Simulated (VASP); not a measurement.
# Ir (Fm-3m) in VASP: a series of runs, part 3 of 4

VASP 6.6.1. Earlier steps stand in the parts before.

## Step 5: Relaxation of the atoms, PBE (a relaxed cell with its volume scaled by 0.94)

INCAR

```
PREC     = Accurate       # precision mode
ENCUT    = 300            # plane-wave cutoff, eV
EDIFF    = 1E-7           # SCF threshold, eV
ISMEAR   = 1              # smearing method
SIGMA    = 0.1            # smearing width, eV
LREAL    = F              # projectors in reciprocal space
LASPH    = T              # aspherical terms in the spheres
NELM     = 80             # most SCF steps
ALGO     = Normal         # electronic algorithm
ISIF     = 2              # what is computed and relaxed
LWAVE    = F              # write WAVECAR
LCHARG   = F              # write CHGCAR
GGA      = PE             # functional
IBRION   = 2              # ionic algorithm
NSW      = 40             # ionic steps
EDIFFG   = -0.01          # ionic threshold
```

KPOINTS

```
regular mesh
0
Gamma
  8 8 8
```

POSCAR

```
Ir                                      
1.0
    0.0000000000      1.8974461434      1.8974461434
    1.8974461434      0.0000000000      1.8974461434
    1.8974461434      1.8974461434      0.0000000000
  Ir            
     1
Direct
     0.0000000000000000    0.0000000000000000    0.0000000000000000
```

Potentials or basis: VASP PAW PBE potentials, release 64 (Ir).

Started as:

```
> cat potpaw_PBE.64/Ir/POTCAR > POTCAR
> mpirun -np 1 vasp_std > vasp.out
```

OUTCAR:

```text
PREC = Accurate
   ENCUT = 300
   EDIFF = 1E-7
   ISMEAR = 1
   LREAL = F
   LASPH = T
   NELM = 80
   ISIF = 2
   GGA = PE
   IBRION = 2
   NSW = 40
   EDIFFG = -0.01

 ion  position               nearest neighbor table
   1  0.000  0.000  0.000-

  LATTYP: Found a face centered cubic cell.
 ALAT       =     3.7948922868

  Lattice vectors:

 A1 = (   0.0000000000,   1.8974461434,   1.8974461434)
 A2 = (   1.8974461434,   0.0000000000,   1.8974461434)
 A3 = (   1.8974461434,   1.8974461434,   0.0000000000)

Analysis of symmetry for initial positions (statically):
=====================================================================
 Subroutine PRICEL returns:
 Original cell was already a primitive cell.

 Routine SETGRP: Setting up the symmetry group for a
 face centered cubic supercell.

 Subroutine GETGRP returns: Found 48 space group operations
 (whereof 48 operations were pure point group operations)
 out of a pool of 48 trial point group operations.

The static configuration has the point symmetry O_h .

Analysis of symmetry for dynamics (positions and initial velocities):
=====================================================================
 Subroutine PRICEL returns:
 Original cell was already a primitive cell.

 Routine SETGRP: Setting up the symmetry group for a
 face centered cubic supercell.

 Subroutine GETGRP returns: Found 48 space group operations
 (whereof 48 operations were pure point group operations)
 out of a pool of 48 trial point group operations.

The dynamic configuration has the point symmetry O_h .

 Subroutine INISYM returns: Found 48 space group operations
 (whereof 48 operations are pure point group operations),
 and found     1 'primitive' translations

----------------------------------------------------------------------------------------

                                     Primitive cell

  volume of cell :      13.6628

  direct lattice vectors                    reciprocal lattice vectors
     0.000000000  1.897446143  1.897446143    -0.263512091  0.263512091  0.263512091
     1.897446143  0.000000000  1.897446143     0.263512091 -0.263512091  0.263512091
     1.897446143  1.897446143  0.000000000     0.263512091  0.263512091 -0.263512091

  length of vectors
     2.683394070  2.683394070  2.683394070     0.456416329  0.456416329  0.456416329

  position of ions in fractional coordinates (direct lattice)
     0.000000000  0.000000000  0.000000000

  ion indices of the primitive-cell ions
   primitive index   ion index
                 1           1

----------------------------------------------------------------------------------------

 KPOINTS: regular mesh

Automatic generation of k-mesh.
 Grid dimensions read from file:
 generate k-points for:    8    8    8

 Generating k-lattice:

  Cartesian coordinates                     Fractional coordinates (reciprocal lattice)
    -0.032939011  0.032939011  0.032939011     0.125000000  0.000000000  0.000000000
     0.032939011 -0.032939011  0.032939011     0.000000000  0.125000000  0.000000000
     0.032939011  0.032939011 -0.032939011     0.000000000  0.000000000  0.125000000

  Length of vectors
     0.057052041  0.057052041  0.057052041

  Shift w.r.t. Gamma in fractional coordinates (k-lattice)
     0.000000000  0.000000000  0.000000000

 Subroutine IBZKPT returns following result:
 ===========================================

 Found     29 irreducible k-points:

 Following reciprocal coordinates:
            Coordinates               Weight
  0.000000  0.000000  0.000000      1.000000
  0.125000  0.000000  0.000000      8.000000
  0.250000  0.000000  0.000000      8.000000
  0.375000  0.000000  0.000000      8.000000
  0.500000  0.000000  0.000000      4.000000
  0.125000  0.125000  0.000000      6.000000
[... 16 lines left out ...]
  0.500000  0.250000  0.125000     48.000000
 -0.375000  0.250000  0.125000     24.000000
 [... further k-points ...]
   k-points           NKPTS =     29   k-points in BZ     NKDIM =     29   number of bands    NBANDS=      8
   number of dos      NEDOS =    301   number of ions     NIONS =      1
   total plane-waves  NPLWV =   4096
   dimension x,y,z NGX =    16 NGY =   16 NGZ =   16
   dimension x,y,z NGXF=    32 NGYF=   32 NGZF=   32
   ions per type =               1
   NGX,Y,Z   is equivalent  to a cutoff of   9.91,  9.91,  9.91 a.u.
   NGXF,Y,Z  is equivalent  to a cutoff of  19.83, 19.83, 19.83 a.u.
 SYSTEM =  unknown system
   PREC   = accura    normal or accurate (medium, high low for compatibility)
   ISTART =      0    job   : 0-new  1-cont  2-samecut
   ICHARG =      2    charge: 1-file 2-atom 10-const
   ISPIN  =      1    spin polarized calculation?
   LNONCOLLINEAR =      F non collinear calculations
   LSORBIT =      F    spin-orbit coupling
   LASPH  =      T    aspherical Exc in radial PAW
   ENCUT  =  300.0 eV  22.05 Ry    4.70 a.u.   3.79  3.79  3.79*2*pi/ulx,y,z
   NELM   =     80;   NELMIN=  2; NELMDL= -5     # of ELM steps
   EDIFF  = 0.1E-06   stopping-criterion for ELM
   LREAL  =      F    real-space projection
   EDIFFG = -.1E-01   stopping-criterion for IOM
   NSW    =     40    number of steps for IOM
   IBRION =      2    ionic relax: 0-MD 1-quasi-New 2-CG
   NFREE  =      1    steps in history (QN), initial steepest desc. (CG)
   ISIF   =      2    stress and relaxation
   ISYM   =      2    0-nonsym 1-usesym 2-fastsym
   POTIM  = 0.5000    time-step for ionic-motion
   TEBEG  =    0.0;   TEEND  =   0.0 temperature during run
   PSTRESS=    0.0 pullay stress
   NELECT =       9.0000    total number of electrons
   NUPDOWN=      -1.0000    fix difference up-down
   EMIN   =  10.00;   EMAX   =-10.00  energy-range for DOS
   EFERMI =   0.00;   METHOD = LEGACY
   ISMEAR =     1;   SIGMA  =   0.10  broadening in eV -4-tet -1-fermi 0-gaus
   EFERMI_NEDOS =   21; number of points for ismear=-14 and -15
   IALGO  =     38    algorithm
   IMIX   =      4    mixing-type and parameters
     AMIX     =   0.40;   BMIX     =  1.00
     AMIX_MAG =   1.60;   BMIX_MAG =  1.00
  volume/ion in A,a.u.               =      13.66        92.20
  Fermi-wavevector in a.u.,A,eV,Ry     =   1.424436  2.691793 27.606457  2.029017
  Thomas-Fermi vector in A             =   2.544927
   LORBIT       =      0    0 simple, 1 ext, 2 COOP (PROOUT), +10 PAW based schemes
   GGA     = PE    functional components
   LHFCALC =     F    Hartree Fock is set to
   AEXX    =    0.0000 exact exchange contribution
   IVDW    =     0    specifies the selected vdW correction
   LEPSILON=     F    determine dielectric tensor
   LRPA    =     F    only Hartree local field effects (RPA)
 conjugate gradient relaxation of ions
 non-spin polarized calculation
 Methfessel and Paxton  Order N= 1 SIGMA  =   0.10
  energy-cutoff  :      300.00
  volume of cell :       13.66
 maximum number of plane-waves:       169
   NGX =  7   NGY =  7   NGZ =  7

 number of electron       8.9999996 magnetization

 Free energy of the ion-electron system (eV)
  ---------------------------------------------------
  ext. energy  EPLUGINS =         0.00000000
  ---------------------------------------------------
  free energy    TOTEN  =        -8.70851585 eV

  energy without entropy =       -8.70863196  energy(sigma->0) =       -8.70855455

 E-fermi :  11.0940     XC(G=0): -14.1965

 val. band max:       11.0439043964   @ k =  -0.3750   0.1250   0.0000
 cond. band min:      11.1142655288   @ k =  -0.3750   0.2500   0.0000
 fundamental gap:      0.0703611324
 Fermi energy:        11.0939669558

 k-point     1 :       0.0000    0.0000    0.0000
  band No.  band energies     occupation
      1      -0.4790      2.00000
      2       6.9282      2.00000
      3       6.9282      2.00000
      4       6.9282      2.00000
      5       9.7850      2.00000
      6       9.7850      2.00000
      7      25.2516      0.00000
      8      31.0752      0.00000
[... 243 lines left out ...]
 k-point    24 :      -0.3750    0.2500    0.1250
  band No.  band energies     occupation
      1       4.0810      2.00000
      2       5.5031      2.00000
      3       7.2330      2.00000
      4       8.3040      2.00000
      5      11.6515     -0.00000
      6      16.3763      0.00000
      7      17.9967      0.00000
      8      26.9951      0.00000

 [... further k-points ...]

------------------------ aborting loop because EDIFF is reached ----------------------------------------

  FORCE on cell =-STRESS in cart. coord.  units (eV):
  Direction    XX          YY          ZZ          XY          YZ          ZX
  --------------------------------------------------------------------------------------
  -------------------------------------------------------------------------------------
  Total        2.1627303      2.1627303      2.1627303     -0.0000000      0.0000000      0.0000000
  in kB      253.6147862    253.6147862    253.6147862     -0.0000000      0.0000000      0.0000000
  external PRESSURE =     253.6147862 kB  Pullay stress =       0.0000000 kB

 VOLUME and BASIS-vectors are now :
 -----------------------------------------------------------------------------
  energy-cutoff  :      300.00
  volume of cell :       13.66
      direct lattice vectors                 reciprocal lattice vectors
     0.000000000  1.897446143  1.897446143    -0.263512091  0.263512091  0.263512091
     1.897446143  0.000000000  1.897446143     0.263512091 -0.263512091  0.263512091
     1.897446143  1.897446143  0.000000000     0.263512091  0.263512091 -0.263512091

 POSITION                                       TOTAL-FORCE (eV/Angst)
 -----------------------------------------------------------------------------------
      0.00000      0.00000      0.00000         0.000000      0.000000      0.000000
 -----------------------------------------------------------------------------------
    total drift:                                0.000000      0.000000     -0.000000

  FREE ENERGIE OF THE ION-ELECTRON SYSTEM (eV)
  ---------------------------------------------------
  free  energy   TOTEN  =        -8.7085158508 eV

  energy  without entropy=       -8.7086319621  energy(sigma->0) =       -8.70855455

 reached required accuracy - stopping structural energy minimisation
```

Run time: 4.4 s. Hardware: 1 thread of Intel Xeon Platinum 8488C (Sapphire Rapids), shared host; peak memory 0.11 GiB.

Results:

| Property | Result |
| --- | --- |
| Free energy | -8.7085 eV |
| Pressure after relaxing | 25.4 GPa |
| Band gap on the k mesh | none (metal or under the smearing width) |

Final structure:
```
CELL_PARAMETERS angstrom
0.00000 1.89745 1.89745
1.89745 0.00000 1.89745
1.89745 1.89745 0.00000
ATOMIC_POSITIONS crystal
Ir 0.00000 0.00000 0.00000
```

Levels at points of the mesh, in eV from the Fermi level:
```
           k point  band 2  band 3  band 4  band 5  band 6  band 7
(0.00, 0.00, 0.00)   -4.17   -4.17   -4.17   -1.31   -1.31   14.16
(0.50, 0.00, 0.00)   -4.27   -4.27   -0.92    0.91    0.91    7.57
(0.50, 0.50, 0.00)   -7.80    0.88    1.52    1.52    1.62   10.94
```

Caveat: the relaxation stopped at its first step, so nothing moved. The run has no spin-orbit coupling, so splittings on Ir are missing.

[end of part 3 of 4]
